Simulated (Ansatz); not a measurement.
# AlNi3: the cost of one run

Method: DFT PBE, scalar-relativistic, plane waves, PAW, in Ansatz 0.2.0.

18 further runs of the same task are left out: 1 for a known fault of the program, 1 that didn't finish, 16 set aside as unsound or not needed.

**1. The system as given**

Symmetry: Fm-3m, No. 225, cubic system. Conventional cell: a = 5.672 Å, b = 5.672 Å, c = 5.672 Å, α = 90.00°, β = 90.00°, γ = 90.00°. Around Al (site symmetry m-3m) lie 8 Ni at 2.46 Å. Ni (site symmetry -43m) has 4 Al at 2.46 Å and 4 Ni at 2.46 Å as nearest neighbours. Ni (site symmetry m-3m) has 8 Ni at 2.46 Å as nearest neighbours.

As a file:

```
Al Ni
1.0
     0.00000    2.83589    2.83589
     2.83589    0.00000    2.83589
     2.83589    2.83589    0.00000
Al Ni
1 3
Direct
  0.50000 0.50000 0.50000
  0.25000 0.25000 0.25000
  0.00000 0.00000 0.00000
  0.75000 0.75000 0.75000
```

It goes back to an entry of the Materials Project, which need not be the stable form.

This cell was relaxed beforehand with the same method: volume 11.40 Å³/atom, gap on the mesh none (metal).

**2. Plan of the line**

The energy is mapped over volume and the cell's shape.

The axes are (1) volume per atom: 7 values from 10.491 to 12.316 Å³; (2) length along [111] over the lengths across it, relative to the cubic cell: 7 values from 0.834 to 1.200.

Nothing else is relaxed (fractional coordinates fixed). Energies count from the relaxed crystal. Points are written as (first, second).

**3. Grid point (10.491 Å³, 0.886)**

Input file input.yaml:

```yaml
crystal:
  lattice:
    - [-0.2188475643, 2.6531677147, 2.6531677147]
    - [2.6531677147, -0.2188475643, 2.6531677147]
    - [2.6531677147, 2.6531677147, -0.2188475643]
  atoms:
    - { symbol: Al, position: [0.5, 0.5, 0.5] }
    - { symbol: Ni, position: [0.25, 0.25, 0.25] }
    - { symbol: Ni, position: [0.0, 0.0, 0.0] }
    - { symbol: Ni, position: [0.75, 0.75, 0.75] }
basis:
  ecutwfc: 520.0
kpoints:
  mp_grid: { grid: [14, 14, 14] }
hamiltonian:
  xc: pbe
  pseudopotentials: { kind: paw, azcp: { folder: soft_1 } }
scf:
  occupations: { method: gaussian, width: 0.15 }
output:
  forces: true
  stress: true
  eigenvalues: true
```

Started as:

```console
> ansatz run input.yaml --threads 4 --pin off --max-ram 8192MiB --backend cpu --events-out ev --progress --plain --runs-dir out
```

**Question.** How long does this run take on 4 threads of Arm Neoverse N1, shared host, and how much memory does it need?

About 17 s, with a peak of 0.66 GiB.
